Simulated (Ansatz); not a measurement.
Crystal: NiSb (Breithauptite).

```
Sb Ni
1.0
     3.92800    0.00000    0.00000
    -1.96400    3.40175    0.00000
     0.00000    0.00000    5.12000
Sb Ni
2 2
Cartesian
  1.9640 1.1339 3.8400
  0.0000 2.2678 1.2800
  0.0000 0.0000 2.5600
  0.0000 0.0000 0.0000
```

Base run:

```yaml
Program: Ansatz 0.2.0
Functional: PBE
Potentials_or_basis: Ansatz PAW
Cutoff: "420 eV (not typed: the program's choice for these potentials)"
k_mesh: 7 × 7 × 5
Occupations: fermi-dirac, width 0.05 eV
Spin: collinear spin, ferromagnetic start
Starting_moments: "[0.0, 0.0, 1.25, 1.25] μB"
Fixed_moment: 2.5 μB
```

Its results: pressure 9.5 GPa; site moments Sb +0.20; Ni +0.78 μB.

Task: After a change of settings the same cell gave: pressure 7.8 GPa; site moments Sb +0.15; Ni +0.65 μB. Which change was it?
A. fixed moment from 2.5 μB to 0.5 μB; moments at the start from [0.0, 0.0, 1.25, 1.25] to [0.0, 0.0, 0.25, 0.25]
B. fixed moment from 2.5 μB to 1 μB; moments at the start from [0.0, 0.0, 1.25, 1.25] to [0.0, 0.0, 0.5, 0.5]
C. fixed moment from 2.5 μB to 2 μB; moments at the start from [0.0, 0.0, 1.25, 1.25] to [0.0, 0.0, 1.0, 1.0]
D. fixed moment from 2.5 μB to 3 μB; moments at the start from [0.0, 0.0, 1.25, 1.25] to [0.0, 0.0, 1.5, 1.5]

Result: C.

Caveats: the total moment is fixed, so each spin has its own Fermi level; the thresholds are loose for stress.
